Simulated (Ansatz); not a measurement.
**Relativistic treatment of Ag**

```
CELL_PARAMETERS angstrom
2.93000 0.00000 0.00000
-1.46500 2.53745 0.00000
0.00000 0.00000 4.79000
ATOMIC_POSITIONS crystal
Ag 0.33333 0.66667 0.25000
Ag 0.66667 0.33333 0.75000
```

Atoms are numbered in the order listed.

The cell is COD entry 1509145, as deposited and not checked against the literature; nothing was relaxed.

One fixed cell is solved with PBE by PAW with the default files in Ansatz 0.2.0 under different relativistic treatments. Pressure is positive in compression.

The runs use a Γ-centred 14×14×8 k mesh, Fermi–Dirac smearing of 0.05 eV, cutoff 420 eV, no spin polarisation.

Task: Order the settings by the pressure that they give at this fixed cell, lowest first.
A. with spin–orbit coupling
B. scalar-relativistic

Result: A (0.34 GPa), B (0.48 GPa).

```json
{"setting": "scalar-relativistic", "P (GPa)": "0.48", "lowest level at Γ above −25 eV, from the valence-band top or, without a gap, the Fermi level (eV)": "-7.45"}
{"setting": "with spin–orbit coupling", "P (GPa)": "0.34", "lowest level at Γ above −25 eV, from the valence-band top or, without a gap, the Fermi level (eV)": "-7.45"}
```
